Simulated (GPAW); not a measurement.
Set up this calculation in GPAW 26.7.0, as an ASE script.

```yaml
Task: relaxation of cell and atoms
Functional: PBEsol
Dispersion: D3(BJ)
Potentials_or_basis: PAW data sets generated in the run's folder for this functional
Cutoff: 600 eV
Basis: pw
k_mesh: 9 × 9 × 9
Occupations: fermi-dirac, width 0.05 eV
Spin: no spin polarisation
Maxiter: 150
Optimizer: BFGS
Fmax: 0.02 eV/Å
Max_steps: 60
Convergence: density=1e-05 forces=0.0001
```

Crystal: AlCu.

```
CELL_PARAMETERS angstrom
2.99751 0.00000 0.00000
0.00000 2.99751 0.00000
0.00000 0.00000 2.99751
ATOMIC_POSITIONS crystal
Cu 0.50000 0.50000 0.50000
Al 0.00000 0.00000 0.00000
```

The cell comes from a database or a generator and needn't be the stable form of this composition.

These files were run (other wordings do the same):

run.py

```python
from ase import Atoms
from ase.calculators.mixing import SumCalculator
from ase.filters import FrechetCellFilter
from ase.io import write
from ase.optimize import BFGS
from dftd3.ase import DFTD3
from gpaw import GPAW, PW, setup_paths

setup_paths.insert(0, '.')

atoms = Atoms(['Cu', 'Al'],
              cell=[[2.997509, 0.0, 0.0],
                    [0.0, 2.997509, 0.0],
                    [0.0, 0.0, 2.997509]],
              scaled_positions=[[0.5, 0.5, 0.5],
                                [0.0, 0.0, 0.0]],
              pbc=True)

calc = GPAW(mode=PW(600),
            xc='PBEsol',
            kpts={'size': (9, 9, 9), 'gamma': True},
            occupations={'name': 'fermi-dirac', 'width': 0.05},
            nbands=17,
            convergence={'density': 1e-05, 'forces': 0.0001},
            maxiter=150,
            txt='gpaw.txt')
atoms.calc = SumCalculator([calc, DFTD3(method='pbesol', damping='d3bj')])
opt = BFGS(FrechetCellFilter(atoms), trajectory='relax.traj', logfile='-')
done = opt.run(fmax=0.02, steps=60)
calc.write('gs.gpw')
write('result.traj', atoms)
print('Converged:', done)
print('Cell:', atoms.cell.cellpar().round(4))
print('Volume:', round(atoms.get_volume(), 4))
print(atoms.get_scaled_positions().round(5))
```

Potentials or basis: PAW data sets generated in the run's folder for this functional, pw.

Command:

```console
$ gpaw-setup -f PBEsol Al Cu
$ OMP_NUM_THREADS=1 python run.py
```

It gave:

| Item | Value |
| --- | --- |
| Relaxed volume | 12.49 Å³/atom |
| Relaxed cell | a = 2.923 Å, b = 2.923 Å, c = 2.923 Å, α = 90.00°, β = 90.00°, γ = 90.00° |
| Space group after relaxing (to 0.05 Å) | Pm-3m (No. 221) |
| Energy gained by relaxing | 29.0 meV/atom |
| Ionic steps | 4 |
| Pressure after relaxing | -0.1 GPa |
| Band gap on the k mesh | none (metal or under the smearing width) |
| Dispersion energy per atom | -0.456 eV |

Caveat: with this Cu data set, volumes or pressures lay over 1.5 % or 2 GPa off other programs in two to four cells of ten; later steps reuse the first step's grids; pairwise dispersion overbinds metals, which lowers pressure and volume.

Run time: 52 s on 1 thread of Arm Neoverse V1, on a shared host, peak memory 0.19 GiB.
